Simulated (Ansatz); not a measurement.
Crystal: BP.

```
CELL_PARAMETERS angstrom
0.00000 2.26900 2.26900
2.26900 0.00000 2.26900
2.26900 2.26900 0.00000
ATOMIC_POSITIONS crystal
P 0.75000 0.75000 0.75000
B 0.00000 0.00000 0.00000
```

Base run:

- Program: Ansatz 0.2.0
- Functional: PBE
- Potentials or basis: Ansatz PAW
- Cutoff: 420 eV (not typed: the program's choice for these potentials)
- k mesh: 14 × 14 × 14
- Occupations: fermi-dirac, width 0.05 eV
- Spin: no spin polarisation

Its results: band gap on the k mesh 1.24 eV, indirect (least direct gap 3.40 eV); pressure 1.1 GPa.

**Question.** The run is repeated on the same cell with these changes: functional from PBE to HSE03; k mesh from 14 × 14 × 14 to 6 × 6 × 6. What comes out?

**Answer.** Band gap on the k mesh 1.88 eV, indirect (least direct gap 4.15 eV); pressure -1.2 GPa.

Several settings changed at once, so the effect can't be laid on one alone.

Caveats: the k mesh misses the band edges, so the gap on the mesh is wider than the one along the path (some runs); the PAW data sets come from PBE, with cores solved anew for the run's functional, which leaves a small shift of forces and pressure (some runs); the thresholds are loose for stress (some runs).
